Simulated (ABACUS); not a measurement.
As under changes of volume

One of the cells (21.530 Å³/atom); the others are scaled copies at fixed shape and fractional positions:

```
As
1.0
     1.88080    1.08588    3.51406
    -1.88080    1.08588    3.51406
     0.00000   -2.17176    3.51406
As
2
Direct
  0.22600 0.22600 0.22600
  0.77400 0.77400 0.77400
```

| Item | Value |
| --- | --- |
| Program | ABACUS 3.10.1 |
| Functional | r2SCAN |
| Potentials or basis | SG15 ONCV 1.2 PBE |
| Cutoff | 1320 eV |
| Density cutoff | 5279 eV |
| Basis | plane waves |
| k mesh | 6 × 6 × 6 |
| Occupations | fermi-dirac, width 0.05 eV |
| Spin | no spin polarisation |

```csv
volume (Å³/atom),energy over the lowest point (meV/atom),pressure (GPa),largest force (eV/Å)
20.239,63.07,9.7,0.714
20.669,39.63,7.4,0.554
21.100,?,?,?
21.530,10.39,3.6,0.268
21.961,3.07,1.9,0.138
22.392,0.00,0.4,0.017
22.822,0.76,-0.9,0.096
```

Task: What does the run at 21.100 Å³/atom give?

Result: Energy over the lowest point 22.41 meV/atom; pressure 5.4 GPa; largest force 0.406 eV/Å.

Worked out: A Birch-Murnaghan fit of order 3 (a polynomial in V^(-2/3)) to the other rows has its minimum at 22.52 Å³/atom with B0 = V·E''(V) = 70 GPa and B' = 5.4 at fixed shape and positions, which overstates the stiffness. It gives 22.31 meV/atom at 21.100 Å³/atom, against the run's 22.41, and -dE/dV = 5.4 GPa, against 5.4.

Energies are extrapolated to zero smearing.

Caveats: the potentials were made for another functional, which shifts forces and pressure.
